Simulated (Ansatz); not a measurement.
## Ge in Ansatz: convergence with smearing width

Crystal: Ge.

```
CELL_PARAMETERS angstrom
-0.02821 2.10200 2.11346
2.07162 -0.03255 2.11780
2.04296 2.07768 -0.00389
ATOMIC_POSITIONS crystal
Ge 0.00000 0.00000 0.00000
```

This isn't the form of Ge at room conditions, which is diamond.

- Program: Ansatz 0.2.0
- Task: convergence study
- Functional: PBEsol
- Potentials or basis: Ansatz PAW
- Cutoff: 420 eV (not typed: the program's choice for these potentials)
- k mesh: 8 × 8 × 8
- Occupations: cold, width 0.3 eV
- Spin: no spin polarisation

These are the settings of the first run; the series varies smearing width, with any setting tied to it.

Hardware: 2 threads of Arm Neoverse V2, with other jobs on the host.

```tsv
smearing width	energy less the tightest run, at zero smearing (meV/atom)	pressure (GPa)	SCF cycles	CPU time (s)	peak memory (GiB)
0.3 eV	0.11	0.62	4	2.1	0.32
0.2 eV	-0.39	0.61	4	2.1	0.32
0.15 eV	-0.36	0.59	4	2.1	0.32
0.1 eV	-0.09	0.57	4	2.1	0.32
0.05 eV	-0.02	0.59	4	2.1	0.32
0.025 eV	-0.01	0.60	4	2.2	0.32
0.01 eV	-0.01	0.60	4	2.2	0.32
0.005 eV	0.00	0.59	4	2.2	0.32
```

Against the tightest run, the energy stays within 1 meV/atom from 0.3 eV on; the pressure stays within 0.1 GPa from 0.3 eV on. Narrower smearing needs a denser k mesh, so at a fixed mesh the narrowest width isn't the most accurate. The tightest run that finished is the yardstick and may itself not be fully converged.

Caveat, for the tightest run too: the PAW data sets come from PBE, with cores solved anew for the run's functional, which leaves a small shift of forces and pressure.
